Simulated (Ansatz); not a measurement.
# Cu (Fm-3m) in Ansatz: notebook

The runs below take Cu through single point, with PBE.

Everything below comes from runs of Ansatz 0.2.0. Logs are shortened: lines on timing, memory, paths and dates and some standing lists are left out, and cuts for length are marked.

## (1) Starting point

Symmetry: Fm-3m, No. 225, cubic system. Conventional cell: a = 3.615 Å, b = 3.615 Å, c = 3.615 Å, α = 90.00°, β = 90.00°, γ = 90.00°. Cu (site symmetry m-3m) is surrounded by 12 Cu at 2.56 Å.

## (2) Single point, PBE

The input, input.yaml:

```yaml
crystal:
  lattice:
    - [0.0, 1.8075, 1.8075]
    - [1.8075, 0.0, 1.8075]
    - [1.8075, 1.8075, 0.0]
  atoms:
    - { symbol: Cu, position: [0.0, 0.0, 0.0] }
hamiltonian:
  xc: pbe
  pseudopotentials: { kind: paw }
kpoints:
  mp_grid: { grid: [13, 13, 13] }
scf:
  occupations: { method: gaussian, width: 0.019 }
output:
  forces: true
  stress: true
  eigenvalues: true
  write_density: true
  write_potential: true
  elf: true
  volumetric_format: npy
```

Potentials or basis: Ansatz PAW.

Started as:

```console
$ ansatz run input.yaml --threads 2 --pin off --max-ram 5632MiB --backend cpu --events-out ev --progress --plain --runs-dir out
```

The log of the run:

```text
Warning: RAYON_NUM_THREADS=2 ignored (pool sized by the plan → 2); use --threads N
Engine: ansatz 0.2.0, x86_64-unknown-linux-gnu
Pseudopotentials: kind: paw
Pseudopotential: Cu, paw, valence charge 19, recommended cutoff 420 eV (normal), Cu.paw.azcp
Functional definition: PBE
  parameter kappa = 0.804
  parameter beta = 0.06672455060314922
  exchange = pbe_x(kappa = kappa, mu = beta*pi^2/3)
  correlation = pbe_c(beta = beta)
Crystal: 1 atoms, lattice volume = 11.810 Å³
Basis set: ecut = 420 eV, 259 PW (Γ), exchange–correlation on 36×36×36 points (8 copies of the dense FFT grid, shifted against one another)
Bands: 14, of which v1, the nominal top of the filled ones, is band 10 counted from 1 (9 counted from 0)
Symmetry: 48 space group operations
Space group: Fm-3m (ITA 225), of the structure as read, at distance tolerance 2.3e-5 Å
k-points: 84 of 2197
Non-local potential: Cu, projectors of the file, l = 0: 3, l = 1: 2, l = 2: 3, l = 3: 1
PAW form: soft (Blöchl's): semilocal exchange-correlation on the pseudo side does not see the compensation charge
PAW one-centre angular grid: Cu, 590 points (default); XC on 64 Gauss nodes
Initial density: superposition of atomic densities (neutral atoms: chi_scale 0, normalization atom), corrected by the library's trained network
Initial wavefunctions: pseudopotential atomic-orbital guess
Functional: x = pbe(κ = 0.804, μ = 0.2195149727645171), c = pbe(β = 0.06672455060314922)
SCF iter   1: F=—  HF=-6625.174119 eV  |F-HF|=—  |Δ(HF+E_count)|=         —  Δρ=7.82e-4  dr2=2.07e-5  ethr=1.77e-3  ⟨swp⟩=5.0  Hψ=6026  notcnv=0
preconditioner: auto → none  [insulator: Δε(μ)=0.036 eV  Ē_g=17.042 eV  σ=0.019 eV  W_gap=0.82  n_scr=0 (ndim 8)  ℏωp=35.8 eV  f_vac=0.000  D(μ)=0.53/eV (n_scr^D=0)  ε∞_Penn≈5.4]
SCF iter   2: F=—  HF=-6625.174242 eV  |F-HF|=—  |Δ(HF+E_count)|=   1.23e-4  Δρ=4.08e-4  dr2=6.54e-6  ethr=1.09e-7  ⟨swp⟩=3.1  Hψ=3036  notcnv=0
SCF iter   3: F=—  HF=-6625.174254 eV  |F-HF|=—  |Δ(HF+E_count)|=   1.20e-5  Δρ=1.64e-4  dr2=9.35e-7  ethr=3.44e-8  ⟨swp⟩=2.5  Hψ=1571  notcnv=0
iter 4 did not close the SCF: its close was put off for the readings that it lacked (scf_convergence_deferred on its scf_iter line)
SCF iter   4: F=-6625.174256 eV  HF=-6625.174256 eV  |F-HF|=1.08e-9  |Δ(HF+E_count)|=   1.97e-6  Δρ=5.98e-6  dr2=9.26e-10  ethr=4.92e-9  ⟨swp⟩=2.3  Hψ=1559  notcnv=0
iter 5 did not close the SCF: its close was put off for the readings that it lacked (scf_convergence_deferred on its scf_iter line)
SCF iter   5: F=-6625.174256 eV  HF=-6625.174256 eV  |F-HF|=1.12e-9  |Δ(HF+E_count)|=   1.42e-9  Δρ=1.98e-6  dr2=1.27e-10  ethr=4.87e-12  ⟨swp⟩=2.0  Hψ=1877  notcnv=0
SCF iter   6: F=-6625.174256 eV  HF=-6625.174256 eV  |F-HF|=3.64e-12  |Δ(HF+E_count)|=  4.09e-11  Δρ=6.59e-8  dr2=1.71e-13  ethr=1.00e-12  ⟨swp⟩=4.8  Hψ=5930  notcnv=0
SCF 1 converged in 6 iterations: F = -6625.174256 eV  dr2 = 1.71e-13
SCF converged after 6 iterations
Free energy (F): -6625.174256 eV
Harris-Foulkes:  -6625.174256 eV  (|F-HF|=3.64e-12)
Internal energy: -6625.174161 eV  (E = F + TS)
E sigma→0 (E₀):  -6625.174208 eV
Entropy (-TS):   -0.000095 eV (-0.095 meV/atom)
Fermi energy:    16.975265 eV
--- Per-component energies (eV) ---
  E_band       = -359.433692
  E_kinetic    = 299.942121
  E_local      = -4050.149691  (includes V_loc(G=0)·N_el)
  E_nonlocal   = 389.664808
  E_hartree    = 1784.148914
  E_xc         = -89.600321
  E_vxc        = -115.630818  (∫ρ·V_xc dr)
  E_paw        = -1662.726591  (= ΣΔE_a)
  E_vpaw       = -451.558216  (= ΣTr[D̂ρ^β])
  E_aug_tail   = 0.000295  (compensation charges beyond the density's cutoff)
  E_ewald      = -3296.453696
  E_smearing   = -0.000095  (= −TS)
  E_closure    = 0.000000  (closes the sum)
  Σ components = -6625.174256   (vs F -6625.174256, Δ=0.00e0)
--- Forces (eV/Å), atoms counted from 1 ---
  atom   1  Cu    -0.00000000     0.00000000     0.00000000
  max |Σ_I F_I| component: 2.47e-32 eV/Å
--- Stress (GPa, compression-positive) ---
        1.677884       0.000000      -0.000000
        0.000000       1.677884      -0.000000
       -0.000000      -0.000000       1.677884
  P = ⅓ Tr σ = 1.6779 GPa (16.779 kbar)
--- Band table (eV; the first three rows and the last of 84) ---
  k-point 0: bands = ["-95.8141", "-53.1257", "-53.1257", "-53.1257", "7.3573", "13.7613", "13.7613", "13.7613", "14.5940", "14.5940", "39.3747", "41.8735", "41.8735", "41.8735"]
  k-point 1: bands = ["-95.8133", "-53.1318", "-53.1266", "-53.1266", "7.5728", "13.7158", "13.8017", "13.8017", "14.5787", "14.5787", "37.8875", "40.2412", "41.2611", "41.2611"]
  k-point 2: bands = ["-95.8110", "-53.1489", "-53.1291", "-53.1291", "8.2047", "13.6041", "13.8888", "13.8888", "14.5644", "14.5644", "34.0297", "39.8391", "40.3439", "40.3439"]
  k-point 83: bands = ["-95.7960", "-53.2017", "-53.1929", "-53.1659", "12.6390", "13.1135", "13.3544", "14.5659", "15.2835", "21.6300", "23.5888", "25.5612", "26.0284", "43.8731"]
```

rho_z.tsv:

```text
# z_ang	rho[e/angstrom^3]
# format = ansatz-planar-average/11
# lattice	0.000000000	1.807500000	1.807500000
# lattice	1.807500000	0.000000000	1.807500000
# lattice	1.807500000	1.807500000	0.000000000
# sites	1
# site	29	0.000000000	0.000000000	0.000000000
0.000000	4.707931e0
0.142011	4.219359e0
0.284021	3.087003e0
0.426032	1.936516e0
0.568042	1.124409e0
0.710053	6.585124e-1
[... 10 lines left out ...]
2.272170	3.087003e0
2.414180	4.219359e0
```

v_z.tsv:

```text
# z_ang	v_es[eV]	v_tot[eV]
# format = ansatz-planar-average/11
# xc	pbe
# density_cutoff_ev	1680
# datasets	Cu=:simpson_from_first_knot:soft
# lattice	0.000000000	1.807500000	1.807500000
# lattice	1.807500000	0.000000000	1.807500000
# lattice	1.807500000	1.807500000	0.000000000
# sites	1
# site	29	0.000000000	0.000000000	0.000000000
0.000000	-6.513473e-1	-1.505502e1
0.142011	-2.136214e-1	-1.446271e1
0.284021	1.100793e0	-1.270864e1
0.426032	3.277854e0	-9.887550e0
0.568042	6.194924e0	-6.228655e0
0.710053	9.506787e0	-2.161910e0
[... 10 lines left out ...]
2.272170	1.100793e0	-1.270864e1
2.414180	-2.136214e-1	-1.446271e1
```

Wall time 0.44 s (2 threads of Intel Xeon 6975P-C (Granite Rapids), shared host); peak memory 0.34 GiB.

What came out:

```yaml
Free_energy: -6625.1743 eV
Pressure: 1.7 GPa
Band_gap_on_the_k_mesh: none (metal or under the smearing width)
```

Levels at points of the mesh, in eV from the Fermi level:
```
           k point  band 8  band 9  band 10  band 11  band 12  band 13
(0.00, 0.00, 0.00)   -3.21   -2.38    -2.38    22.40    24.90    24.90
```

## (3) Single point, PBE

Edit input.yaml of step 2 so:

```diff
@@ -13,3 +13,3 @@
 scf:
-  occupations: { method: gaussian, width: 0.019 }
+  occupations: { method: gaussian, width: 0.02 }
 output:
@@ -18,5 +18 @@
   eigenvalues: true
-  write_density: true
-  write_potential: true
-  elf: true
-  volumetric_format: npy
```

Potentials or basis: Ansatz PAW.

Started as:

```console
$ ansatz run input.yaml --threads 2 --pin off --max-ram 5632MiB --backend cpu --events-out ev --progress --plain --runs-dir out
```

The log of the run:

```text
Warning: RAYON_NUM_THREADS=2 ignored (pool sized by the plan → 2); use --threads N
[... 8 set-up lines as earlier in the session ...]
Crystal: 1 atoms, lattice volume = 11.810 Å³
Basis set: ecut = 420 eV, 259 PW (Γ), exchange–correlation on 36×36×36 points (8 copies of the dense FFT grid, shifted against one another)
Bands: 14, of which v1, the nominal top of the filled ones, is band 10 counted from 1 (9 counted from 0)
[... 2 set-up lines as earlier in the session ...]
k-points: 84 of 2197
[... 6 set-up lines as earlier in the session ...]
SCF iter   1: F=—  HF=-6625.174124 eV  |F-HF|=—  |Δ(HF+E_count)|=         —  Δρ=7.80e-4  dr2=2.04e-5  ethr=1.77e-3  ⟨swp⟩=5.0  Hψ=6020  notcnv=0
preconditioner: auto → none  [insulator: Δε(μ)=0.036 eV  Ē_g=17.042 eV  σ=0.020 eV  W_gap=0.80  n_scr=0 (ndim 8)  ℏωp=35.8 eV  f_vac=0.000  D(μ)=0.55/eV (n_scr^D=0)  ε∞_Penn≈5.4]
SCF iter   2: F=—  HF=-6625.174247 eV  |F-HF|=—  |Δ(HF+E_count)|=   1.23e-4  Δρ=4.07e-4  dr2=6.49e-6  ethr=1.08e-7  ⟨swp⟩=3.1  Hψ=3030  notcnv=0
SCF iter   3: F=—  HF=-6625.174259 eV  |F-HF|=—  |Δ(HF+E_count)|=   1.20e-5  Δρ=1.64e-4  dr2=9.27e-7  ethr=3.42e-8  ⟨swp⟩=2.5  Hψ=1571  notcnv=0
iter 4 did not close the SCF: its close was put off for the readings that it lacked (scf_convergence_deferred on its scf_iter line)
SCF iter   4: F=-6625.174261 eV  HF=-6625.174261 eV  |F-HF|=7.96e-10  |Δ(HF+E_count)|=   1.97e-6  Δρ=6.11e-6  dr2=9.86e-10  ethr=4.88e-9  ⟨swp⟩=2.3  Hψ=1564  notcnv=0
iter 5 did not close the SCF: its close was put off for the readings that it lacked (scf_convergence_deferred on its scf_iter line)
SCF iter   5: F=-6625.174261 eV  HF=-6625.174261 eV  |F-HF|=1.10e-9  |Δ(HF+E_count)|=   1.51e-9  Δρ=1.97e-6  dr2=1.26e-10  ethr=5.19e-12  ⟨swp⟩=2.0  Hψ=1876  notcnv=0
SCF iter   6: F=-6625.174261 eV  HF=-6625.174261 eV  |F-HF|=4.55e-12  |Δ(HF+E_count)|=  3.64e-11  Δρ=6.58e-8  dr2=1.69e-13  ethr=1.00e-12  ⟨swp⟩=1.8  Hψ=3851  notcnv=0
SCF 1 converged in 6 iterations: F = -6625.174261 eV  dr2 = 1.69e-13
SCF converged after 6 iterations
Free energy (F): -6625.174261 eV
Harris-Foulkes:  -6625.174261 eV  (|F-HF|=4.55e-12)
Internal energy: -6625.174152 eV  (E = F + TS)
E sigma→0 (E₀):  -6625.174207 eV
Entropy (-TS):   -0.000109 eV (-0.109 meV/atom)
Fermi energy:    16.975305 eV
--- Per-component energies (eV) ---
  E_band       = -359.433320
  E_kinetic    = 299.942107
  E_local      = -4050.150590  (includes V_loc(G=0)·N_el)
  E_nonlocal   = 389.665408
  E_hartree    = 1784.149676
  E_xc         = -89.600255
  E_vxc        = -115.630731  (∫ρ·V_xc dr)
  E_paw        = -1662.727096  (= ΣΔE_a)
  E_vpaw       = -451.559142  (= ΣTr[D̂ρ^β])
  E_aug_tail   = 0.000295  (compensation charges beyond the density's cutoff)
  E_ewald      = -3296.453696
  E_smearing   = -0.000109  (= −TS)
  E_closure    = -0.000000  (closes the sum)
  Σ components = -6625.174261   (vs F -6625.174261, Δ=0.00e0)
--- Forces (eV/Å), atoms counted from 1 ---
  atom   1  Cu    -0.00000000     0.00000000     0.00000000
  max |Σ_I F_I| component: 6.57e-32 eV/Å
--- Stress (GPa, compression-positive) ---
        1.677607       0.000000       0.000000
        0.000000       1.677607      -0.000000
        0.000000       0.000000       1.677607
  P = ⅓ Tr σ = 1.6776 GPa (16.776 kbar)
--- Band table (eV; the first three rows and the last of 84) ---
  k-point 0: bands = ["-95.8141", "-53.1257", "-53.1257", "-53.1257", "7.3573", "13.7613", "13.7613", "13.7613", "14.5941", "14.5941", "39.3747", "41.8735", "41.8735", "41.8735"]
  k-point 1: bands = ["-95.8133", "-53.1318", "-53.1266", "-53.1266", "7.5728", "13.7158", "13.8017", "13.8017", "14.5787", "14.5787", "37.8875", "40.2412", "41.2611", "41.2611"]
  k-point 2: bands = ["-95.8110", "-53.1489", "-53.1291", "-53.1291", "8.2047", "13.6041", "13.8888", "13.8888", "14.5644", "14.5644", "34.0297", "39.8391", "40.3439", "40.3439"]
  k-point 83: bands = ["-95.7959", "-53.2017", "-53.1929", "-53.1659", "12.6391", "13.1136", "13.3544", "14.5659", "15.2835", "21.6300", "23.5888", "25.5612", "26.0284", "43.8731"]
```

Wall time 0.35 s (2 threads of Intel Xeon 6975P-C (Granite Rapids), shared host); peak memory 0.33 GiB.

Results:

```yaml
Free_energy: -6625.1743 eV
Pressure: 1.7 GPa
Band_gap_on_the_k_mesh: none (metal or under the smearing width)
```
